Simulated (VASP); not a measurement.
GaN:

```
Ga N
1.0
     3.18000    0.00000    0.00000
    -1.59000    2.75396    0.00000
     0.00000    0.00000    5.16600
Ga N
2 2
Direct
  0.33333 0.66667 0.00000
  0.66667 0.33333 0.50000
  0.33333 0.66667 0.37500
  0.66667 0.33333 0.87500
```

```yaml
Program: VASP 6.6.1
Task: relaxation of cell and atoms
Functional: LDA
Potentials_or_basis: VASP PAW LDA potentials, release 64 (Ga_d, N)
Cutoff: 600 eV
k_mesh: 12 × 12 × 5
Occupations: gaussian, width 0.03 eV
Spin: no spin polarisation
```

At the start: pressure -3.5 GPa; volume 11.31 Å³/atom.

Task: How do energy, volume and symmetry change on relaxing?

Result: Over 3 steps the energy falls by 2.7 meV/atom and the volume is 11.10 Å³/atom (-1.8 %); space group P6_3mc (No. 186, to 0.05 Å).

The path:
| step | energy change (eV) | largest force (eV/Å) | pressure (GPa) | volume (Å³) |
| --- | --- | --- | --- | --- |
| 1 | 0.0000 | 0.1277 | -3.52 | 45.24 |
| 2 | -0.0003 | 0.1151 | 3.81 | 43.63 |
| 3 | -0.0109 | 0.0097 | 0.01 | 44.42 |

Final structure:
```
Ga N
1.0
     3.15658    0.00000    0.00000
    -1.57829    2.73368    0.00000
     0.00000    0.00000    5.14741
Ga N
2 2
Direct
  0.33333 0.66667 0.99940
  0.66667 0.33333 0.49940
  0.33333 0.66667 0.37560
  0.66667 0.33333 0.87560
```
